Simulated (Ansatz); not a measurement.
Crystal: Nb.

```
Nb
1.0
     0.00000    2.11500    2.11500
     2.11500    0.00000    2.11500
     2.11500    2.11500    0.00000
Nb
1
Direct
  0.00000 0.00000 0.00000
```

This isn't the form of Nb at room conditions, which is bcc.

| Item | Value |
| --- | --- |
| Program | Ansatz 0.2.0 |
| Task | relaxation of cell and atoms |
| Functional | LDA |
| Potentials or basis | Ansatz PAW |
| Cutoff | 420 eV (not typed: the program's choice for these potentials) |
| k mesh | 11 × 11 × 11 |
| Occupations | fermi-dirac, width 0.05 eV |
| Spin | no spin polarisation |

At the start: volume 18.92 Å³/atom.

How do energy, volume and symmetry change on relaxing?

It ends after 4 steps and the volume is 17.69 Å³/atom (-6.5 %); space group Fm-3m (No. 225, to 0.05 Å).

The path:
```
step  energy change (eV)  largest force (eV/Å)  volume (Å³)
   1              0.0000                0.0000        18.92
   2             -0.0443                0.0000        17.81
   3             -0.0448                0.0000        17.69
   4             -0.0448                0.0000        17.69
```

Final structure:
```
Nb
1.0
     0.00000    2.06801    2.06801
     2.06801    0.00000    2.06801
     2.06801    2.06801    0.00000
Nb
1
Direct
  0.00000 0.00000 0.00000
```

Caveat: the plane-wave basis is chosen anew once the cell has moved, so the energies of steps on either side of that aren't comparable; the PAW data sets come from PBE, with cores solved anew for the run's functional, which leaves a small shift of forces and pressure.
